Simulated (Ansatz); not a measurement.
CdTe under changes of volume

One of the cells (32.922 Å³/atom); the others are scaled copies at fixed shape and fractional positions:

```xyz
2
Lattice="0.0000 3.2050 3.2050 3.2050 0.0000 3.2050 3.2050 3.2050 0.0000" Properties=species:S:1:pos:R:3 pbc="T T T"
Te    4.8075    4.8075    4.8075
Cd    0.0000    0.0000    0.0000
```

* Program: Ansatz 0.2.0
* Functional: BLYP
* Potentials or basis: Ansatz PAW
* Cutoff: 420 eV (not typed: the program's choice for these potentials)
* k mesh: 7 × 7 × 7
* Occupations: fermi-dirac, width 0.05 eV
* Spin: no spin polarisation

```tsv
volume (Å³/atom)	energy over the lowest point (meV/atom)	pressure (GPa)	gap on the mesh (eV)
30.947	?	?	?
31.605	132.74	9.6	0.92
32.263	96.31	8.2	0.85
32.922	65.34	6.9	0.78
33.580	39.26	5.8	0.72
34.239	17.64	4.8	0.66
34.897	0.00	3.8	0.59
```

Q: What does the run at 30.947 Å³/atom give?

A: Energy over the lowest point 175.22 meV/atom; pressure 11.1 GPa; gap on the mesh 0.98 eV.

Worked out: A Birch-Murnaghan fit of order 3 (a polynomial in V^(-2/3)) to the other rows has no minimum within the range. It gives 175.23 meV/atom at 30.947 Å³/atom, against the run's 175.22, and -dE/dV = 11.1 GPa, against 11.1. A straight line through the other rows of the gap, of slope -3.29 eV per unit of ln V (its deformation potential), extrapolates to 0.99 eV, against the run's 0.98.

Energies are extrapolated to zero smearing.

Caveats: odd divisions of the mesh miss points on the zone boundary, where band edges often lie, so the gap on the mesh can be too wide; spin-orbit coupling is left out, which moves the levels of the heavy elements; the PAW data sets come from PBE, with cores solved anew for the run's functional, which leaves a small shift of forces and pressure.
